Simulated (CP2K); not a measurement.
The system is BN.

```
N B
1.0
     4.11208    0.00000    0.00000
     1.14102    2.22635    0.00000
     2.97106   -0.81903    2.07022
N B
1 1
Direct
  0.66665 0.66665 0.33335
  0.00005 0.00005 0.99995
```

Measurements of this composition are mostly on another form, of space group No. 194.

Base run:

- Program: CP2K 2026.2
- Functional: LDA
- Potentials or basis: POTENTIAL_UZH N GTH-PBE-q5, B GTH-PBE-q3; TZVP-MOLOPT-PBE-GTH basis
- Density cutoff: 9184 eV
- k mesh: 13 × 13 × 13
- Occupations: fermi-dirac, width 0.05 eV
- Spin: no spin polarisation

Its results: band gap on the k mesh 3.69 eV, indirect (least direct gap 4.52 eV); pressure 2.1 GPa; largest force 0.013 eV/Å.

Task: The run is repeated on the same cell with these changes: functional from LDA to PBE. What comes out?

Result: Band gap on the k mesh 3.91 eV, indirect (least direct gap 4.64 eV); pressure 3.4 GPa; largest force 0.010 eV/Å.

PBE binds less tightly than LDA, so the same cell stands under more pressure.

Caveats: an odd mesh through Γ misses points on the zone boundary, where band edges often lie; the basis of atomic orbitals isn't converged, which shifts pressures, moduli and gaps; the potentials were made for another functional, which shifts forces and pressure (some runs).
